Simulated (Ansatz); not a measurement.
Wires are cut from relaxed bulk Ti (P6_3/mmc, 17.39 Å³/atom, gap on the mesh 0.00 eV); atoms and period are relaxed, and energies count from that bulk.

Theory: DFT PBE, scalar-relativistic, plane waves, PAW in Ansatz.

Cutoff 420 eV, Gaussian smearing of 0.05 eV, energies at zero smearing, symmetry of each start kept, no spin polarisation.

```csv
start,atoms,k mesh,excess energy (eV per host atom),line energy (eV/Å),period (Å),gap on the mesh (eV)
"[001] wire, 15 host atoms a period",15,1×1×12,1.047,3.720,4.224,0
"[001] wire, 16 host atoms a period",16,1×1×12,1.055,3.948,4.277,0
```

Each run keeps its start's symmetry and one magnetic start, so lower states can exist.

Cost: 2 runs of about 2.1 core-hours in all, on AMD EPYC 7571 (shared hosts).